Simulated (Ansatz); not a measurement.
# RbZn: the cost of one run

Method: DFT PBE, scalar-relativistic, plane waves, PAW, in Ansatz 0.2.0.

**1. The system as given**

It takes space group P6_3/mmc (No. 194, hexagonal). The conventional cell has a = 4.347 Å, b = 4.347 Å, c = 6.210 Å, α = 90.00°, β = 90.00°, γ = 120.00°. Around Rb (site symmetry -3m) lie 6 Zn at 2.95 Å and 2 Rb at 3.11 Å. Zn (site symmetry -6m2) is surrounded by 6 Rb at 2.95 Å.

Structure file:

```xyz
4
Lattice="4.3471 0.0000 0.0000 -2.1735 3.7647 0.0000 0.0000 0.0000 6.2101" Properties=species:S:1:pos:R:3 pbc="T T T"
Rb    0.0000    0.0000    0.0000
Rb    0.0000    0.0000    3.1051
Zn    0.0000    2.5098    1.5525
Zn    2.1735    1.2549    4.6576
```

This is candidate A: nickel arsenide type (P6_3/mmc, No. 194).

(A quick probe on a coarse mesh, which set the mesh and smearing, is not shown.)

**3. Rough relaxation on the coarse mesh (candidate A)**

input.yaml reads:

```yaml
crystal:
  lattice:
    - [4.3470805492, 0.0, 0.0]
    - [-2.1735402746, 3.7646821879, 0.0]
    - [0.0, 0.0, 6.2101155911]
  atoms:
    - { symbol: Rb, position: [0.0, 0.0, 0.0] }
    - { symbol: Rb, position: [0.0, 0.0, 0.5] }
    - { symbol: Zn, position: [0.3333333333, 0.6666666667, 0.25] }
    - { symbol: Zn, position: [0.6666666667, 0.3333333333, 0.75] }
basis:
  ecutwfc: 420
kpoints:
  mp_grid: { grid: [6, 6, 4] }
hamiltonian:
  xc: pbe
scf:
  occupations: { method: gaussian, width: 0.1 }
  lower_state_search: "off"
output:
  forces: true
  stress: true
  eigenvalues: true
relax:
  adjacent_minimum: "off"
  f_tol: 0.04
  max_steps: 70
  cell: { stress_tol: 0.4 }
```

Launch:

```sh
$ ansatz run input.yaml --threads 1 --pin off --max-ram 2560MiB --backend cpu --events-out ev --progress --plain --runs-dir out
```

**Question.** How long does this run take on 1 thread of Intel Xeon Platinum 8488C (Sapphire Rapids), shared host, and how much memory does it need?

About 63 s, with a peak of 0.5 GiB.
